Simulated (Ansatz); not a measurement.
**BaTiO3: response to strain**

BaTiO3 is deformed so: zz strain of +2 %. What stress and forces result, by LAPW, PAW and all-electron datasets made for the crystal?

Computed with Ansatz 0.2.0 (DFT PBEsol, scalar-relativistic, unless a step's input says otherwise).

## 1. The starting structure

Symmetry: Amm2, No. 38, orthorhombic system. The conventional cell has a = 3.984 Å, b = 5.674 Å, c = 5.692 Å, α = 90.00°, β = 90.00°, γ = 90.00°. Ba (site symmetry mm2) is surrounded by 12 O at 2.80 to 2.89 Å. Around Ti (site symmetry mm2) lie 6 O at 1.95 to 2.07 Å. Around O (site symmetry mm2) lie 2 Ti at 1.99 Å and 4 Ba at 2.80 to 2.89 Å. O (site symmetry m) has 2 Ti at 1.95 to 2.07 Å and 4 Ba at 2.82 to 2.84 Å as nearest neighbours.

Structure file:

```cif
data_structure
_symmetry_space_group_name_H-M 'P 1'
_symmetry_Int_Tables_number 1
_cell_length_a 3.9841
_cell_length_b 4.0184
_cell_length_c 4.0184
_cell_angle_alpha 89.824
_cell_angle_beta 90.000
_cell_angle_gamma 90.000
_cell_volume 64.33
loop_
_atom_site_label
_atom_site_type_symbol
_atom_site_fract_x
_atom_site_fract_y
_atom_site_fract_z
_atom_site_occupancy
Ba1 Ba 0.00000 0.00000 0.00000 1
Ti1 Ti 0.50000 0.50790 0.50790 1
O1 O 0.00000 0.49210 0.49210 1
O2 O 0.50000 0.50251 0.99371 1
O3 O 0.50000 0.99371 0.50251 1
```

Atoms are numbered in the order of the input: Ba1, Ti2, O3, O4, O5.

## 2. The deformed structure

Space group Amm2 before, Amm2 after.

## 3. All-electron LAPW

File input.yaml:

```yaml
crystal:
  lattice:
    - [3.9841, 0.0, 0.0]
    - [0.0, 2.83705, 2.902716]
    - [0.0, -2.83705, 2.902716]
  atoms:
    - { symbol: Ba, position: [0.0, 0.0, 0.0] }
    - { symbol: Ti, position: [0.5, 0.5079, 0.5079] }
    - { symbol: O, position: [0.0, 0.4921, 0.4921] }
    - { symbol: O, position: [0.5, 0.50251, 0.99371] }
    - { symbol: O, position: [0.5, 0.99371, 0.50251] }
kpoints:
  mp_grid: { grid: [8, 8, 8] }
  band_path:
    path:
      - [0.0, 0.0, 0.0]
      - [0.0, 0.5, 0.5]
      - [0.0, 0.511183189, 0.488816811]
      - [0.0, 0.488816811, -0.488816811]
      - [0.0, 0.0, 0.0]
      - [0.5, 0.0, 0.0]
      - [0.5, 0.488816811, -0.488816811]
      - [0.5, 0.511183189, 0.488816811]
      - [0.5, 0.5, 0.5]
    npoints: 5
scf:
  occupations: { method: fermi_dirac, width: 0.05 }
hamiltonian:
  xc: pbesol
  pseudopotentials: { kind: all_electron, lapw: { basis_error: 0.001 } }
output:
  forces: true
  stress: true
  eigenvalues: true
```

Started as:

```
> ansatz run input.yaml --threads 2 --pin off --max-ram 8192MiB --backend cpu --events-out ev --progress --plain --runs-dir out
```

## 4. PAW with frozen cores

File input.yaml:

```yaml
crystal:
  lattice:
    - [3.9841, 0.0, 0.0]
    - [0.0, 2.83705, 2.902716]
    - [0.0, -2.83705, 2.902716]
  atoms:
    - { symbol: Ba, position: [0.0, 0.0, 0.0] }
    - { symbol: Ti, position: [0.5, 0.5079, 0.5079] }
    - { symbol: O, position: [0.0, 0.4921, 0.4921] }
    - { symbol: O, position: [0.5, 0.50251, 0.99371] }
    - { symbol: O, position: [0.5, 0.99371, 0.50251] }
kpoints:
  mp_grid: { grid: [8, 8, 8] }
scf:
  occupations: { method: fermi_dirac, width: 0.05 }
hamiltonian:
  xc: pbesol
  pseudopotentials: { kind: paw }
output:
  forces: true
  stress: true
  eigenvalues: true
  efg: { contact_densities: true }
  write_density: true
  write_potential: true
  elf: true
  volumetric_format: npy
```

## 5. All-electron PAW on datasets made for the crystal

Edit input.yaml of step 4 so:

```diff
@@ -17,3 +17,3 @@
   xc: pbesol
-  pseudopotentials: { kind: paw }
+  pseudopotentials: { kind: all_electron, datasets: crystal }
 output:
@@ -23,5 +23 @@
   efg: { contact_densities: true }
-  write_density: true
-  write_potential: true
-  elf: true
-  volumetric_format: npy
```

(Steps that only read results are left out.)

What does the calculation give? Wanted: pressure; largest shear or deviatoric stress.

As calculated:

| quantity | value |
| --- | --- |
| pressure | LAPW -7.27, PAW -7.28, crystal datasets -7.27 GPa |
| largest shear or deviatoric stress (LAPW) | 3.43 GPa |

The largest part of the stress beyond the pressure is 3.43 GPa in size, in the zz component; the atoms are carried along and not relaxed. No run of the undeformed cell stands beside it, so the pressure holds what the given cell had before the change. PAW: stress within 0.02 GPa of LAPW, forces within 3 meV/Å. Crystal datasets: stress within 0.01 GPa of LAPW, forces within 1 meV/Å. Spin-orbit coupling is left out, though the cell holds Ba; in elements this heavy it can shift bands and gaps by tenths of an eV.
